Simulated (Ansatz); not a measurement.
**Bi: what relativity and spin–orbit coupling change**

```
Bi
1.0
     2.27300    1.31232    3.95400
    -2.27300    1.31232    3.95400
     0.00000   -2.62463    3.95400
Bi
2
Direct
  0.23389 0.23389 0.23389
  0.76611 0.76611 0.76611
```

Atom numbers follow the list: Bi1, Bi2.

The structure is an experimental refinement, used without relaxation.

One fixed cell is solved with PBE by full-potential LAPW in Ansatz 0.2.0 under different relativistic treatments. Pressure is positive in compression.

Numerical set-up: a Γ-centred 11×11×11 k mesh, Fermi–Dirac smearing of 0.03 eV, basis error target 0.25 meV/atom, no spin polarisation.

```tsv
setting	P (GPa)	force Bi2 z (eV/Å)
scalar-relativistic	1.79	-0.192
non-relativistic	?	-0.524
with spin–orbit coupling	2.77	?
scalar-relativistic, inner shells corrected to Dirac	1.83	-0.196
```

**Question.** Fill in "force Bi2 z (eV/Å)" for the row "with spin–orbit coupling".

**Answer.** -0.142.

**Question.** What belongs in the row "non-relativistic", column "P (GPa)"?

**Answer.** 4.03.
